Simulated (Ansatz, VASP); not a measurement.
One calculation of BN, two programs

The input INCAR:

```
ALGO = Normal
EDIFF = 1E-6
ENCUT = 520
GGA = PE
ISIF = 2
ISMEAR = 0
IVDW = 12
LASPH = T
LCHARG = F
LREAL = F
LWAVE = F
NBANDS = 11
NELM = 100
PREC = Accurate
SIGMA = 0.05
```

KPOINTS

```
k-points
0
Gamma
  12 12 12
```

File POSCAR:

```
BN
1.0
    1.2511217832      0.7223354983      3.3729344033
   -1.2511217832      0.7223354983      3.3729344033
    0.0000000000     -1.4446709967      3.3729344033
B N
1 1
Direct
    0.8265586615      1.0861329583      1.0861329583
    0.3327618000      0.3327618000      0.3327618000
```

Input for Ansatz:

```yaml
crystal:
  lattice:
    - [1.2511217832, 0.7223354983, 3.3729344033]
    - [-1.2511217832, 0.7223354983, 3.3729344033]
    - [0.0, -1.4446709967, 3.3729344033]
  atoms:
    - { symbol: B, position: [0.8265586615, 1.0861329583, 1.0861329583] }
    - { symbol: "N", position: [0.3327618, 0.3327618, 0.3327618] }
basis:
  ecutwfc: 420
kpoints:
  mp_grid: { grid: [12, 12, 12] }
hamiltonian:
  xc: pbe
  dispersion: d3bj
scf:
  occupations: { method: gaussian, width: 0.05 }
output:
  forces: true
  stress: true
  eigenvalues: true
```

Change from the starting cell: all B atoms moved +0.375 Å, as atom 1 towards its neighbour atom 2 (N) at 1.445 Å.

Alike in both runs: task single point; functional PBE; dispersion D3(BJ); k mesh 12 × 12 × 12; occupations gaussian, width 0.05 eV; no spin polarisation.

|  | VASP | Ansatz |
| --- | --- | --- |
| version | VASP 6.6.1 | Ansatz 0.2.0 |
| potentials or method | VASP PAW PBE potentials, release 64 (B, N) | scalar-relativistic, plane waves, PAW |
| plane-wave cutoff (eV) | 520 | 420 |
| valence electrons in the cell | 8 | 8 |

|  | VASP | Ansatz | Ansatz less VASP |
| --- | --- | --- | --- |
| gap on the k mesh at the Fermi level (eV) | 2.12 | 2.14 | +0.022 |
| least direct gap on the mesh (eV) | 3.82 | 3.84 | +0.015 |
| rms of the force components (eV/Å) | 20.003 | 19.572 | -0.4308 |

Atom by atom the forces differ by 0.431 eV/Å (rms over components).

Caveats: forces of over 1 eV/Å show positions far from the minimum, so gaps and moduli don't describe the material at rest. A k mesh can miss the band edges.
